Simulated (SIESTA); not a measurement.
## TiB2 in SIESTA: the effect of Hubbard term

TiB2:

```
CELL_PARAMETERS angstrom
3.02920 0.00000 0.00000
-1.51460 2.62336 0.00000
0.00000 0.00000 3.22840
ATOMIC_POSITIONS crystal
Ti 0.00000 0.00000 0.00000
B 0.66667 0.33333 0.50000
B 0.33333 0.66667 0.50000
```

Alike in all runs:

| Quantity | Value |
| --- | --- |
| Program | SIESTA 5.4.2 |
| Task | band structure |
| Functional | PBE |
| Potentials or basis | PseudoDojo 0.4 standard (PBE files) |
| Basis | DZP (energy shift 0.003 Ry; two zetas on semicore shells) |
| Grid cutoff | 800 Ry |
| Energy shift | 0.003 Ry |
| k mesh | 10 × 10 × 8 |
| Occupations | fermi-dirac, width 0.05 eV |
| Spin | no spin polarisation |
| Hubbard projector method | 1 |
| U from the first cycle | yes |

```csv
Hubbard term,pressure (GPa)
none,2.7
Ti d U = 2 eV,7.4
Ti d U = 4 eV,?
Ti d U = 6 eV,17.6
```

Q: What does the run with Hubbard term Ti d U = 4 eV give?

A: Pressure 12.4 GPa.

Worked out: A straight line through the other rows of the pressure, of slope 2.49 GPa per eV, gives 12.6 GPa, against the run's 12.4.

Caveats: the basis of atomic orbitals isn't converged, which shifts pressures, moduli and gaps; U without spin polarisation on a metal has little footing (some runs); the U is typed as a test and isn't derived for this compound (some runs).
